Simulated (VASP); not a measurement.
Crystal: Al.

```
CELL_PARAMETERS angstrom
-1.59122 1.59122 1.59122
1.59122 -1.59122 1.59122
1.59122 1.59122 -1.59122
ATOMIC_POSITIONS crystal
Al 0.00000 0.00000 0.00000
```

This isn't the form of Al at room conditions, which is fcc.

| Property | Result |
| --- | --- |
| Program | VASP 6.6.1 |
| Task | single point |
| Functional | PBE |
| Potentials or basis | VASP PAW PBE potentials, release 64 (Al) |
| Cutoff | 520 eV |
| k mesh | 12 × 12 × 12 |
| Occupations | fermi-dirac, width 0.05 eV |
| Spin | no spin polarisation |

On this cell: pressure 3.8 GPa; band gap on the k mesh none (metal or under the smearing width).

The same run follows on a disturbed copy (cell strained at random at fixed volume):

```
Al
1.0
    -1.69895    1.56431    1.60080
     1.63095   -1.58291    1.55140
     1.66037    1.54432   -1.61940
Al
1
Cartesian
  0.0311 -0.0117 0.0086
```

Problem. What changes?

Solution. The energy (extrapolated to zero smearing) moves by +1.4 meV/atom; pressure 3.9 GPa; band gap on the k mesh none (metal or under the smearing width).

Stress tensor (GPa, compression positive):
```
5.03 0.46 1.40
0.46 3.34 0.59
1.40 0.59 3.37
```
